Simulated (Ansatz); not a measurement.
AlNi:

```xyz
2
Lattice="2.8810 0.0000 0.0000 0.0000 2.8810 0.0000 0.0000 0.0000 2.8810" Properties=species:S:1:pos:R:3 pbc="T T T"
Ni    1.4405    1.4405    1.4405
Al    0.0000    0.0000    0.0000
```

- Program: Ansatz 0.2.0
- Task: relaxation of cell and atoms
- Functional: revPBE
- Potentials or basis: Ansatz PAW
- Cutoff: 420 eV (not typed: the program's choice for these potentials)
- k mesh: 9 × 9 × 9
- Occupations: fermi-dirac, width 0.05 eV
- Spin: collinear spin, ferromagnetic start
- Starting moments: [1.0, 0.0] μB

At the start: volume 11.96 Å³/atom.

**Question.** How do energy, volume and symmetry change on relaxing?

**Answer.** It ends after 5 steps and the volume is 12.32 Å³/atom (+3.0 %); space group Pm-3m (No. 221, to 0.05 Å); moment 0.00 μB per cell.

Step by step:
```csv
step,energy change (eV),largest force (eV/Å),volume (Å³)
1,0.0000,0.0000,23.91
2,-0.0087,0.0000,24.34
3,-0.0103,0.0000,24.62
4,-0.0103,0.0000,24.63
5,-0.0106,0.0000,24.63
```

Final structure:
```xyz
2
Lattice="2.9096 0.0000 0.0000 0.0000 2.9096 0.0000 0.0000 0.0000 2.9096" Properties=species:S:1:pos:R:3 pbc="T T T"
Ni    1.4548    1.4548    1.4548
Al    0.0000    0.0000    0.0000
```

Caveat: the plane-wave basis is chosen anew once the cell has moved, so the energies of steps on either side of that aren't comparable; the PAW data sets come from PBE, with cores solved anew for the run's functional, which leaves a small shift of forces and pressure; the starting moments weren't kept.
